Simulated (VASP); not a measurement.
The system is Au.

```
CELL_PARAMETERS angstrom
0.00000 2.03500 2.03500
2.03500 0.00000 2.03500
2.03500 2.03500 0.00000
ATOMIC_POSITIONS crystal
Au 0.00000 0.00000 0.00000
```

```yaml
Program: VASP 6.6.1
Task: relaxation of cell and atoms
Functional: PW91
Potentials_or_basis: VASP PAW PBE potentials, release 64 (Au)
Cutoff: 600 eV
k_mesh: 11 × 11 × 11
Occupations: fermi-dirac, width 0.05 eV
Spin: no spin polarisation
```

At the start: pressure 12.0 GPa; volume 16.85 Å³/atom.

Q: How do energy, volume and symmetry change on relaxing?

A: Over 17 steps the energy falls by 41.9 meV/atom and the volume is 18.06 Å³/atom (+7.2 %); space group Fm-3m (No. 225, to 0.05 Å).

Step by step:
| step | energy change (eV) | largest force (eV/Å) | pressure (GPa) | volume (Å³) |
| --- | --- | --- | --- | --- |
| 1 | 0.0000 | 0.0000 | 12.02 | 16.85 |
| 2 | 0.0394 | 0.0000 | -11.09 | 20.13 |
| 3 | -0.0419 | 0.0000 | -0.28 | 18.10 |
| 4 | -0.0419 | 0.0000 | -0.05 | 18.07 |
| 5 | -0.0419 | 0.0000 | 0.15 | 18.05 |
| 6 | -0.0419 | 0.0000 | 0.16 | 18.05 |
| 7 | -0.0419 | 0.0000 | 0.17 | 18.05 |
| 8 | -0.0419 | 0.0000 | 0.14 | 18.05 |
| 9 | -0.0419 | 0.0000 | 0.13 | 18.05 |
| 10 | -0.0419 | 0.0000 | 0.14 | 18.05 |
| 11 | -0.0419 | 0.0000 | 0.14 | 18.05 |
| 12 | -0.0419 | 0.0000 | 0.14 | 18.05 |
| 13 | -0.0419 | 0.0000 | 0.14 | 18.05 |
| 14 | -0.0419 | 0.0000 | 0.14 | 18.05 |
| 15 | -0.0419 | 0.0000 | 0.11 | 18.05 |
| 16 | -0.0419 | 0.0000 | 0.08 | 18.05 |
| 17 | -0.0419 | 0.0000 | 0.03 | 18.06 |

Final structure:
```
Au
1.0
     0.00000    2.08244    2.08244
     2.08244    0.00000    2.08244
     2.08244    2.08244    0.00000
Au
1
Direct
  0.00000 0.00000 0.00000
```

Caveat: the PAW data sets were made with another functional, which shifts forces and pressure a little.
